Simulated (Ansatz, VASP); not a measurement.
Y: VASP beside Ansatz

```
Y
1.0
     3.01089    0.00000    0.00000
     0.00000    3.01089    0.00000
     0.00000    0.00000    3.01089
Y
1
Direct
  0.00000 0.00000 0.00000
```

Change from the starting cell: volume scaled by 0.84, LAPW.

Alike in both runs: task single point; functional PBEsol; k mesh 12 × 12 × 12; occupations fermi-dirac, width 0.08 eV; no spin polarisation.

```csv
,VASP,Ansatz
version,VASP 6.6.1,Ansatz 0.2.0
potentials or method,"VASP PAW PBE potentials, release 64 (Y_sv), cutoff 520 eV","all-electron LAPW, scalar-relativistic"
```

```tsv
	VASP	Ansatz	Ansatz less VASP
pressure (GPa)	6.5	6.6	+0.10
```

Ansatz ran all-electron here, so the differences hold the error of VASP's frozen core and of both bases.

Caveats: the PAW data sets were made with another functional, which shifts forces and pressure a little (VASP).
